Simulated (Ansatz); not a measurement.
# Ni (P6_3/mmc) in Ansatz: relaxation of cell and atoms with PBE+D3(BJ)

Aim: the relaxation of cell and atoms of Ni with PBE+D3(BJ).

Program: Ansatz 0.2.0. These are calculated values, not measurements. Logs are shortened: lines on timing, memory, paths and dates and some standing lists are left out, and cuts for length are marked.

### 1 The structure

The structure is hexagonal, space group P6_3/mmc (No. 194). The conventional cell has a = 2.448 Å, b = 2.448 Å, c = 4.073 Å, α = 90.00°, β = 90.00°, γ = 120.00°. Ni (site symmetry -6m2) is surrounded by 12 Ni at 2.45 to 2.48 Å.

This isn't the form of Ni at room conditions, which is fcc.

### 2 Relaxation of cell and atoms, PBE+D3(BJ), collinear spin, ferromagnetic start

input.yaml reads:

```yaml
crystal:
  lattice:
    - [2.4480228978, 0.0, 0.0]
    - [-1.2240114489, 2.1200500186, 0.0]
    - [0.0, 0.0, 4.07280757]
  atoms:
    - { symbol: Ni, position: [0.6666666667, 0.3333333333, 0.75], spin: 1.0 }
    - { symbol: Ni, position: [0.3333333333, 0.6666666667, 0.25], spin: 1.0 }
hamiltonian:
  xc: pbe
  pseudopotentials: { kind: paw }
  dispersion: d3bj
magnetization:
  spin_polarized: true
kpoints:
  mp_grid: { grid: [12, 12, 7] }
scf:
  occupations: { method: fermi_dirac, width: 0.05 }
output:
  forces: true
  stress: true
  eigenvalues: true
relax:
  f_tol: 0.01
  max_steps: 40
  cell: { stress_tol: 0.05 }
```

Potentials or basis: Ansatz PAW.

Launch:

```
$ ansatz run input.yaml --threads 2 --pin off --max-ram 5632MiB --backend cpu --events-out ev --progress --plain --runs-dir out
```

Standard output:

```text
Warning: RAYON_NUM_THREADS=2 ignored (pool sized by the plan → 2); use --threads N
Engine: ansatz 0.2.0, x86_64-unknown-linux-gnu
Pseudopotentials: kind: paw
Pseudopotential: Ni, paw, valence charge 18, recommended cutoff 420 eV (normal), Ni.paw.azcp
Functional definition: PBE
  parameter kappa = 0.804
  parameter beta = 0.06672455060314922
  exchange = pbe_x(kappa = kappa, mu = beta*pi^2/3)
  correlation = pbe_c(beta = beta)
Crystal: 2 atoms, lattice volume = 21.138 Å³
Basis set: ecut = 420 eV, 391 PW (Γ), exchange–correlation on 36×36×60 points (8 copies of the dense FFT grid, shifted against one another)
Bands: 23, of which v1, the nominal top of the filled ones, is band 18 counted from 1 (17 counted from 0)
Symmetry: 24 space group operations
Space group: P63/mmc (ITA 194), of the structure as read, at distance tolerance 2.8e-5 Å
Magnetic group: BNS 194.263 (UNI 1493), of the structure as read, at distance tolerance 2.8e-5 Å
k-points: 76 of 1008
Non-local potential: Ni, projectors of the file, l = 0: 3, l = 1: 2, l = 2: 3, l = 3: 1
PAW form: soft (Blöchl's): semilocal exchange-correlation on the pseudo side does not see the compensation charge
PAW one-centre angular grid: Ni, 590 points (default); XC on 64 Gauss nodes
Initial density: superposition of atomic densities (chi_scale 0.1, normalization cell)
Starting moments: Σ|m| = 2 μB on 2 of 2 sites
Initial wavefunctions: pseudopotential atomic-orbital guess
Functional: x = pbe(κ = 0.804, μ = 0.2195149727645171), c = pbe(β = 0.06672455060314922)
SCF iter   1: F=—  HF=-11678.768309 eV  |F-HF|=—  |Δ(HF+E_count)|=         —  Δρ=6.12e-2 (↑3.55e-2 ↓6.12e-2)  dr2=1.22e0  dr2_m=3.80e-2  M=1.807 μB ∫|m|=1.917 μB  β_m=0.30  ethr=3.10e-3  ⟨swp⟩=5.1  Hψ=12975  notcnv=0
Mixer restart at iter 1: flushing history
preconditioner: auto → none  [metal: Δε(μ)=0.020 eV  Ē_g=9.706 eV  σ=0.050 eV  W_gap=0.10  n_scr=8 (ndim 8)  ℏωp=36.1 eV  f_vac=0.000  D(μ)=3.58/eV (n_scr^D=66)  sad-step TF]
SCF iter   2: F=—  HF=-11678.573330 eV  |F-HF|=—  |Δ(HF+E_count)|=   1.95e-1  Δρ=1.34e-2 (↑1.34e-2 ↓1.16e-2)  dr2=2.49e-2  dr2_m=8.92e-3  M=1.676 μB ∫|m|=1.823 μB  β_m=0.29  ethr=3.10e-3  ⟨swp⟩=2.7  Hψ=6399  notcnv=0  defer=24
SCF iter   3: F=—  HF=-11679.138431 eV  |F-HF|=—  |Δ(HF+E_count)|=         —  Δρ=2.00e-2 (↑1.02e-2 ↓2.00e-2)  dr2=5.09e-2  dr2_m=1.61e-2  M=1.591 μB ∫|m|=1.723 μB  β_m=0.29  ethr=6.91e-5  ⟨swp⟩=2.0  Hψ=5658  notcnv=0  defer=24
Mixer restart at iter 3: flushing history
SCF iter   4: F=—  HF=-11679.596137 eV  |F-HF|=—  |Δ(HF+E_count)|=   4.58e-1  Δρ=1.58e-2 (↑6.31e-3 ↓1.58e-2)  dr2=1.94e-2  dr2_m=1.66e-2  M=1.548 μB ∫|m|=1.692 μB  β_m=0.62  ethr=6.91e-5  ⟨swp⟩=2.1  Hψ=6464  notcnv=0  defer=24
SCF iter   5: F=—  HF=-11680.271165 eV  |F-HF|=—  |Δ(HF+E_count)|=   6.75e-1  Δρ=2.76e-2 (↑5.48e-3 ↓2.76e-2)  dr2=1.12e-1  dr2_m=3.27e-2  M=1.363 μB ∫|m|=1.532 μB  β_m=0.54  ethr=5.39e-5  ⟨swp⟩=2.4  Hψ=6858  notcnv=0  defer=24  recentre
SCF iter   6: F=-11680.301922 eV  HF=-11680.229943 eV  |F-HF|=7.20e-2  |Δ(HF+E_count)|=   4.12e-2  Δρ=8.54e-3 (↑8.54e-3 ↓3.61e-3)  dr2=4.69e-3  dr2_m=6.35e-3  M=1.430 μB ∫|m|=1.590 μB  β_m=0.73  ethr=5.39e-5  ⟨swp⟩=2.1  Hψ=6602  notcnv=0  defer=26
SCF iter   7: F=-11680.336568 eV  HF=-11680.335138 eV  |F-HF|=1.43e-3  |Δ(HF+E_count)|=   1.05e-1  Δρ=2.89e-3 (↑2.58e-3 ↓2.89e-3)  dr2=3.53e-3  dr2_m=5.85e-5  M=1.291 μB ∫|m|=1.464 μB  β_m=0.86  ethr=1.30e-5  ⟨swp⟩=2.3  Hψ=7673  notcnv=0  defer=31
SCF iter   8: F=-11680.338045 eV  HF=-11680.338056 eV  |F-HF|=1.05e-5  |Δ(HF+E_count)|=   2.92e-3  Δρ=2.57e-4 (↑2.57e-4 ↓1.94e-4)  dr2=1.57e-5  dr2_m=3.23e-6  M=1.300 μB ∫|m|=1.471 μB  β_m=0.82  ethr=9.81e-6  ⟨swp⟩=2.0  Hψ=5686  notcnv=0  defer=35
SCF iter   9: F=-11680.338054 eV  HF=-11680.338055 eV  |F-HF|=4.62e-7  |Δ(HF+E_count)|=   7.30e-7  Δρ=8.63e-5 (↑4.56e-5 ↓8.63e-5)  dr2=1.53e-6  dr2_m=3.52e-7  M=1.299 μB ∫|m|=1.470 μB  β_m=0.91  ethr=4.36e-8  ⟨swp⟩=2.4  Hψ=6142  notcnv=0  defer=36
SCF iter  10: F=-11680.338055 eV  HF=-11680.338055 eV  |F-HF|=5.23e-9  |Δ(HF+E_count)|=   4.20e-7  Δρ=1.54e-5 (↑7.87e-6 ↓1.54e-5)  dr2=2.70e-8  dr2_m=1.12e-8  M=1.300 μB ∫|m|=1.470 μB  β_m=0.95  ethr=4.25e-9  ⟨swp⟩=2.0  Hψ=5046  notcnv=0  defer=36
SCF iter  11: F=-11680.338055 eV  HF=-11680.338055 eV  |F-HF|=4.09e-10  |Δ(HF+E_count)|=   8.54e-9  Δρ=2.23e-6 (↑1.27e-6 ↓2.23e-6)  dr2=6.84e-10  dr2_m=1.58e-10  M=1.300 μB ∫|m|=1.470 μB  ethr=7.51e-11  ⟨swp⟩=3.5  Hψ=12691  notcnv=0
at 1 of the mixer's solves, the last at iteration 5, it left a direction of its history that read negative out of its fit and stepped the other way along it
SCF 1 converged in 11 iterations: F = -11680.338055 eV  dr2 = 6.84e-10
relax step   1: F+E_penalty+E_count = -11680.33805534 eV  Δ(F+E_penalty+E_count) = +0.000e0 eV  max|allowed force component| = 5.551e-17 eV/Å  Δτ_max = 0.0000 Å  P = -0.137 GPa  Ω = 21.138 Å³  (11 SCF iters, dr2 threshold 1.00e-7 eV, accepted)
Crystal: 2 atoms, lattice volume = 21.126 Å³
Initial density: handed on by an earlier stage of this run
[... 62 lines left out ...]
SCF iter   2: F=—  HF=-11680.340771 eV  |F-HF|=—  |Δ(HF+E_count)|=   9.31e-5  Δρ=8.77e-5 (↑8.77e-5 ↓8.58e-5)  dr2=1.35e-7  dr2_m=1.83e-10  M=1.307 μB ∫|m|=1.478 μB  β_m=0.65  ethr=2.95e-9  ⟨swp⟩=1.0  Hψ=3496  notcnv=0
SCF iter   3: F=—  HF=-11680.340784 eV  |F-HF|=—  |Δ(HF+E_count)|=   1.30e-5  Δρ=1.11e-5 (↑9.50e-6 ↓1.11e-5)  dr2=4.62e-8  dr2_m=1.53e-10  M=1.307 μB ∫|m|=1.478 μB  β_m=0.45  ethr=3.76e-10  ⟨swp⟩=2.2  Hψ=4845  notcnv=0
SCF iter   4: F=—  HF=-11680.340784 eV  |F-HF|=—  |Δ(HF+E_count)|=   1.33e-8  Δρ=6.91e-7 (↑2.10e-7 ↓6.91e-7)  dr2=8.31e-11  dr2_m=1.29e-11  M=1.307 μB ∫|m|=1.478 μB  β_m=0.61  ethr=1.28e-10  ⟨swp⟩=2.0  Hψ=4889  notcnv=0
SCF iter   5: F=—  HF=-11680.340784 eV  |F-HF|=—  |Δ(HF+E_count)|=   1.31e-7  Δρ=5.60e-7 (↑1.03e-7 ↓5.60e-7)  dr2=3.42e-11  dr2_m=1.82e-11  M=1.307 μB ∫|m|=1.478 μB  β_m=0.80  ethr=1.00e-12  ⟨swp⟩=2.4  Hψ=6026  notcnv=0
SCF iter   6: F=—  HF=-11680.340784 eV  |F-HF|=—  |Δ(HF+E_count)|=  8.00e-11  Δρ=4.18e-7 (↑6.01e-8 ↓4.18e-7)  dr2=2.45e-11  dr2_m=7.42e-12  M=1.307 μB ∫|m|=1.478 μB  β_m=0.90  ethr=1.00e-12  ⟨swp⟩=1.0  Hψ=3496  notcnv=0
SCF iter   7: F=—  HF=-11680.340784 eV  |F-HF|=—  |Δ(HF+E_count)|=  2.36e-11  Δρ=2.87e-8 (↑2.10e-8 ↓2.87e-8)  dr2=1.72e-13  dr2_m=1.36e-14  M=1.307 μB ∫|m|=1.478 μB  β_m=0.87  ethr=1.00e-12  ⟨swp⟩=1.5  Hψ=4036  notcnv=0
SCF iter   8: F=-11680.340784 eV  HF=-11680.340784 eV  |F-HF|=3.64e-12  |Δ(HF+E_count)|=  1.82e-12  Δρ=2.01e-8 (↑4.98e-9 ↓2.01e-8)  dr2=7.03e-14  dr2_m=1.75e-14  M=1.307 μB ∫|m|=1.478 μB  ethr=1.00e-12  ⟨swp⟩=3.3  Hψ=13171  notcnv=0
SCF 7 converged in 8 iterations: F = -11680.340784 eV  dr2 = 7.03e-14
relax step   7: F+E_penalty+E_count = -11680.34078432 eV  Δ(F+E_penalty+E_count) = -5.417e-8 eV  max|allowed force component| = 5.782e-17 eV/Å  Δτ_max = 0.0000 Å  P = +0.000 GPa  Ω = 21.120 Å³  stress off target by 1.82e-4 GPa  SCF on the basis re-selected at this cell (its energy is not comparable with the rows above)  (8 SCF iters)
basis re-selected at this cell: Δ(F+E_penalty+E_count) = -5.417e-8 eV, ΔP = -0.000 GPa vs the last step (what re-selecting the basis moved, of the pressure what is left beyond the Pulay correction that the steps carried, after the strain that the cell walked since its last selection, with what the two solves' SCF thresholds leave and, on support functions, any second-order correction that the steps lacked; it is no measure of the basis error at this ecutwfc). This SCF's stress stands 1.82e-4 GPa from its target on what of the cell is left free (relax.cell.stress_tol is 5.00e-2 GPa) and its largest allowed force component is 5.78e-17 eV/Å (relax.f_tol is 1.00e-2 eV/Å): within both
SCF converged after 8 iterations
Magnetization: 1.3070 μB (18.6535 up, 17.3465 down)
Absolute magnetization: 1.4797 μB (∫|ρ↑−ρ↓|, with the PAW one-centre terms)
Spin contamination: 0.0134 ħ² per cell (⟨S²⟩ above its minimum at these occupations)
Per-site moments (μB) at R_I (Å): [(0.6906841471565529, 1.0148259068859753), (0.6906841471565528, 1.0148259068859753)]
Free energy (F): -11680.340784 eV
Harris-Foulkes:  -11680.340784 eV  (|F-HF|=3.64e-12)
Internal energy: -11680.305826 eV  (E = F + TS)
E sigma→0 (E₀):  -11680.323305 eV
Entropy (-TS):   -0.034958 eV (-17.479 meV/atom)
Fermi energy:    18.907100 eV
--- Per-component energies (eV) ---
  E_band       = -545.649195
  E_kinetic    = 565.444955
  E_local      = -6776.270911  (includes V_loc(G=0)·N_el)
  E_nonlocal   = 1270.741018
  E_hartree    = 2831.545234
  E_xc         = -170.208380
  E_vxc        = -219.527951  (∫ρ·V_xc dr)
  E_paw        = -3258.792136  (= ΣΔE_a)
  E_vpaw       = -1049.127705  (= ΣTr[D̂ρ^β])
  E_aug_tail   = 0.000959  (compensation charges beyond the density's cutoff)
  E_ewald      = -6141.811938
  E_disp       = -0.954625  (pairwise vdW)
  E_smearing   = -0.034958  (= −TS)
  E_closure    = 0.000000  (closes the sum)
  Σ components = -11680.340784   (vs F -11680.340784, Δ=0.00e0)
--- Forces (eV/Å), atoms counted from 1 ---
  atom   1  Ni     0.00000000     0.00000000     0.00000000
  atom   2  Ni    -0.00000000    -0.00000000     0.00000000
  max |Σ_I F_I| component: 4.63e-18 eV/Å
--- Stress (GPa, compression-positive) ---
        0.000182      -0.000000       0.000000
        0.000000       0.000182       0.000000
        0.000000       0.000000       0.000160
  P = ⅓ Tr σ = 0.0002 GPa (0.002 kbar)
--- Band table (eV; the first three rows and the last of 152) ---
  k-point 0 ↑: bands = ["-84.8495", "-84.8115", "-45.3220", "-45.1336", "-45.1336", "-45.0991", "-45.0991", "-45.0803", "9.5362", "13.8109", "16.3415", "16.4382", "16.4382", "16.7217", "16.7217", "17.1507", "17.1507", "18.1476", "18.1476", "18.3911", "24.6508", "41.5300", "43.7137"]
  k-point 1 ↑: bands = ["-84.8476", "-84.8134", "-45.3102", "-45.1319", "-45.1319", "-45.1008", "-45.1008", "-45.0924", "9.7394", "13.7179", "16.2930", "16.3996", "16.3996", "16.6749", "16.6749", "17.2545", "17.2545", "17.6687", "18.1335", "18.1335", "25.8400", "41.4408", "42.5971"]
  k-point 2 ↑: bands = ["-84.8423", "-84.8187", "-45.2770", "-45.1271", "-45.1271", "-45.1263", "-45.1056", "-45.1056", "10.3334", "13.2920", "16.1691", "16.3515", "16.3515", "16.5622", "16.5622", "16.5753", "17.4849", "17.4849", "18.0739", "18.0739", "28.4653", "38.8606", "41.7585"]
  k-point 75 ↓: bands = ["-83.9352", "-83.9352", "-44.4467", "-44.4467", "-44.4099", "-44.3937", "-44.2952", "-44.2952", "15.7248", "15.7618", "15.7618", "15.8159", "16.5517", "16.5517", "17.7300", "17.9440", "18.9592", "18.9592", "24.6126", "24.6126", "25.6554", "26.9523", "28.4513"]
--- Relaxed structure (5 steps of the walk, 5 accepted, 2 SCFs on fresh bases) ---
  F+E_penalty+E_count = -11680.34078432 eV   max|allowed force component| = 5.782e-17 eV/Å   (the final SCF, on the basis selected at the relaxed cell)
  cell:  # Å, volume = 21.1202 Å³
    - [2.460184016693273, 0.0, 0.0]
    - [-1.2300920083466365, 2.1305818564408137, 0.0]
    - [0.0, 0.0, 4.029326266475619]
  atoms:
    - { symbol: Ni, position: [0.6666666666666666, 0.3333333333333333, 0.75] }
    - { symbol: Ni, position: [0.3333333333333333, 0.6666666666666666, 0.25] }
```

Run time: 11 s. Hardware: 2 threads of Intel Xeon Platinum 8488C (Sapphire Rapids), shared host; peak memory 0.41 GiB.

What came out:

```yaml
Free_energy: -11680.3408 eV
Relaxed_volume: 10.56 Å³/atom
Relaxed_cell: a = 2.460 Å, b = 2.460 Å, c = 4.029 Å, α = 90.00°, β = 90.00°, γ = 120.00°
Space_group_after_relaxing_to_0.05_Å: P6_3/mmc (No. 194)
Energy_gained_by_relaxing: 1.4 meV/atom
Ionic_steps: 7
Pressure_after_relaxing: 0.0 GPa
Band_gap_on_the_k_mesh: none (metal or under the smearing width)
Net_moment: 1.31 μB per cell
Absolute_moment: 1.48 μB per cell
Site_moments: Ni +0.69 μB
```

The path:
| step | energy change (eV) | largest force (eV/Å) | volume (Å³) |
| --- | --- | --- | --- |
| 1 | 0.0000 | 0.0000 | 21.14 |
| 2 | -0.0015 | 0.0000 | 21.13 |
| 3 | -0.0027 | 0.0000 | 21.12 |
| 4 | -0.0027 | 0.0000 | 21.12 |
| 5 | -0.0027 | 0.0000 | 21.12 |
| 6 | -0.0027 | 0.0000 | 21.12 |
| 7 | -0.0027 | 0.0000 | 21.12 |

Final structure:
```
Ni
1.0
     2.46018    0.00000    0.00000
    -1.23009    2.13058    0.00000
     0.00000    0.00000    4.02933
Ni
2
Direct
  0.66667 0.33333 0.75000
  0.33333 0.66667 0.25000
```

Caveat: the plane-wave basis is chosen anew once the cell has moved, so the energies of steps on either side of that aren't comparable; pairwise dispersion overbinds metals, which lowers pressure and volume.
